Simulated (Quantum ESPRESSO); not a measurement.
A run of Quantum ESPRESSO 7.5 is set up as follows.

Contents of pw.in:

```
&CONTROL
  calculation = 'scf'
  prefix = 'pwscf'
  outdir = './tmp'
  pseudo_dir = './pseudo'
  tprnfor = .true.
  tstress = .true.
  disk_io = 'low'
/
&SYSTEM
  ibrav = 0
  celldm(1) = 8
  nat = 4
  ntyp = 2
  ecutwfc = 88
  nbnd = 34
  input_dft = 'r2scan'
  occupations = 'smearing'
  smearing = 'fd'
  degauss = 0.00367493
  nosym = .true.
/
&ELECTRONS
  conv_thr = 1d-08
  electron_maxstep = 120
  mixing_beta = 0.5
/
ATOMIC_SPECIES
Cu    63.5460 Cu_ONCV_PBE-1.2.upf
O     15.9990 O_ONCV_PBE-1.2.upf
CELL_PARAMETERS alat
  0.4702980303617  -0.5087024619610   0.0000000000000
  0.4702980303617   0.5087024619610   0.0000000000000
  0.0000000000000   0.0000000000000   1.2179114797862
ATOMIC_POSITIONS crystal
Cu     0.5000000000    0.0000000000    0.0000000000
Cu     0.0000000000    0.5000000000    0.5000000000
O      0.5000000000    0.5000000000    0.2500000000
O      0.5000000000    0.5000000000    0.7500000000
K_POINTS automatic
8 8 4 0 0 0
```

Contents of bands.in:

```
&CONTROL
  calculation = 'bands'
  prefix = 'pwscf'
  outdir = './tmp'
  pseudo_dir = './pseudo'
  disk_io = 'low'
  verbosity = 'high'
/
&SYSTEM
  ibrav = 0
  celldm(1) = 8
  nat = 4
  ntyp = 2
  ecutwfc = 88
  nbnd = 34
  input_dft = 'r2scan'
  occupations = 'smearing'
  smearing = 'fd'
  degauss = 0.00367493
  nosym = .true.
/
&ELECTRONS
  conv_thr = 1d-08
  electron_maxstep = 120
  mixing_beta = 0.5
  diago_full_acc = .true.
  startingwfc = 'random'
/
ATOMIC_SPECIES
Cu    63.5460 Cu_ONCV_PBE-1.2.upf
O     15.9990 O_ONCV_PBE-1.2.upf
CELL_PARAMETERS alat
  0.4702980303617  -0.5087024619610   0.0000000000000
  0.4702980303617   0.5087024619610   0.0000000000000
  0.0000000000000   0.0000000000000   1.2179114797862
ATOMIC_POSITIONS crystal
Cu     0.5000000000    0.0000000000    0.0000000000
Cu     0.0000000000    0.5000000000    0.5000000000
O      0.5000000000    0.5000000000    0.2500000000
O      0.5000000000    0.5000000000    0.7500000000
K_POINTS crystal
60
 0.0000000000  0.0000000000  0.0000000000 1
 0.0662396327  0.0662396327  0.0000000000 1
 0.1324792654  0.1324792654  0.0000000000 1
 0.1987188981  0.1987188981  0.0000000000 1
 0.2649585308  0.2649585308  0.0000000000 1
 0.3311981636  0.3311981636  0.0000000000 1
 0.3974377963  0.3974377963  0.0000000000 1
 0.4636774290  0.4636774290  0.0000000000 1
 0.3709419432  0.4709419432  0.0000000000 1
 0.2782064574  0.4782064574  0.0000000000 1
 0.1854709716  0.4854709716  0.0000000000 1
 0.0927354858  0.4927354858  0.0000000000 1
 0.0000000000  0.5000000000  0.0000000000 1
 0.0000000000  0.5000000000  0.1666666667 1
 0.0000000000  0.5000000000  0.3333333333 1
 0.0000000000  0.5000000000  0.5000000000 1
 0.0927354858  0.4927354858  0.5000000000 1
 0.1854709716  0.4854709716  0.5000000000 1
 0.2782064574  0.4782064574  0.5000000000 1
 0.3709419432  0.4709419432  0.5000000000 1
 0.4636774290  0.4636774290  0.5000000000 1
 0.4057177504  0.4057177504  0.5000000000 1
 0.3477580717  0.3477580717  0.5000000000 1
 0.2897983931  0.2897983931  0.5000000000 1
 0.2318387145  0.2318387145  0.5000000000 1
 0.1738790359  0.1738790359  0.5000000000 1
 0.1159193572  0.1159193572  0.5000000000 1
 0.0579596786  0.0579596786  0.5000000000 1
 0.0000000000  0.0000000000  0.5000000000 1
 0.0000000000  0.0000000000  0.3333333333 1
 0.0000000000  0.0000000000  0.1666666667 1
 0.0000000000  0.0000000000  0.0000000000 1
-0.0555555556  0.0555555556  0.0000000000 1
-0.1111111111  0.1111111111  0.0000000000 1
-0.1666666667  0.1666666667  0.0000000000 1
-0.2222222222  0.2222222222  0.0000000000 1
-0.2777777778  0.2777777778  0.0000000000 1
-0.3333333333  0.3333333333  0.0000000000 1
-0.3888888889  0.3888888889  0.0000000000 1
-0.4444444444  0.4444444444  0.0000000000 1
-0.5000000000  0.5000000000  0.0000000000 1
-0.4636774290  0.5363225710  0.0000000000 1
-0.4636774290  0.5363225710  0.1666666667 1
-0.4636774290  0.5363225710  0.3333333333 1
-0.4636774290  0.5363225710  0.5000000000 1
-0.5000000000  0.5000000000  0.5000000000 1
-0.5000000000  0.5000000000  0.3333333333 1
-0.5000000000  0.5000000000  0.1666666667 1
-0.5000000000  0.5000000000  0.0000000000 1
 0.0000000000  0.0000000000  0.5000000000 1
-0.0500000000  0.0500000000  0.5000000000 1
-0.1000000000  0.1000000000  0.5000000000 1
-0.1500000000  0.1500000000  0.5000000000 1
-0.2000000000  0.2000000000  0.5000000000 1
-0.2500000000  0.2500000000  0.5000000000 1
-0.3000000000  0.3000000000  0.5000000000 1
-0.3500000000  0.3500000000  0.5000000000 1
-0.4000000000  0.4000000000  0.5000000000 1
-0.4500000000  0.4500000000  0.5000000000 1
-0.5000000000  0.5000000000  0.5000000000 1
```

Potentials or basis: SG15 PBE 1.2.

The run is started by

```console
$ OMP_NUM_THREADS=1 mpirun -n 2 pw.x -nk 2 -in pw.in > pw.out
$ OMP_NUM_THREADS=1 mpirun -n 2 pw.x -nk 2 -in bands.in > bands.out
```

Q: Predict the pressure.

A: -4.6 GPa.

Q: Estimate the band gap on the k mesh.

A: None (metal or under the smearing width).

Stress tensor (GPa, compression positive):
```
-3.91  0.00  0.00
 0.00 -4.99  0.00
 0.00  0.00 -4.92
```

Caveat: the potentials were made for another functional, which shifts forces and pressure; the run has no spin polarisation, though such a crystal can be magnetic; semilocal functionals often make such compounds metallic where correlation or magnetic order opens a gap, which also shifts bond lengths. With open d or f shells a metallic result of r2SCAN can be an artefact of self-interaction; +U or a hybrid may open a gap.
